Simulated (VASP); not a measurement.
A run of VASP 6.6.1:

File INCAR:

```
  PREC = Accurate
  ENCUT = 600
  EDIFF = 1E-7
  ISMEAR = 1
  SIGMA = 0.1
  LREAL = False
  LASPH = True
  NELM = 80
  ALGO = Normal
  ISIF = 3
  LWAVE = False
  LCHARG = False
  IBRION = 2
  NSW = 90
  EDIFFG = -0.005
```

KPOINTS

```
regular mesh
0
Gamma
  14 14 14
```

File POSCAR:

```
TiC                                     
1.0
    0.0000000000      2.1322136934      2.1322136934
    2.1322136934     -0.0000000000      2.1322136934
    2.1322136934      2.1322136934     -0.0000000000
  Ti              C             
     1     1
Direct
     0.0000000000000000    0.0000000000000000    0.0000000000000000
     0.5000000000000000    0.5000000000000000    0.5000000000000000
```

Potentials or basis: VASP PAW LDA potentials, release 64 (Ti_sv, C).

Launch:

```sh
$ cat potpaw_LDA.64/Ti_sv/POTCAR potpaw_LDA.64/C/POTCAR > POTCAR
$ mpirun -np 1 vasp_std > vasp.out
```

Hardware: 1 thread of Intel(R) Xeon(R) Platinum 8259CL CPU @ 2.50GHz (Skylake/Cascade Lake), on a shared host.

Problem. Estimate the wall time of this run.

Solution. Run time: 46 s on 1 thread of Intel(R) Xeon(R) Platinum 8259CL CPU @ 2.50GHz (Skylake/Cascade Lake), with other jobs on the host, peak memory 0.16 GiB. Counts: scf iterations 32, k points 104, ion steps 3.
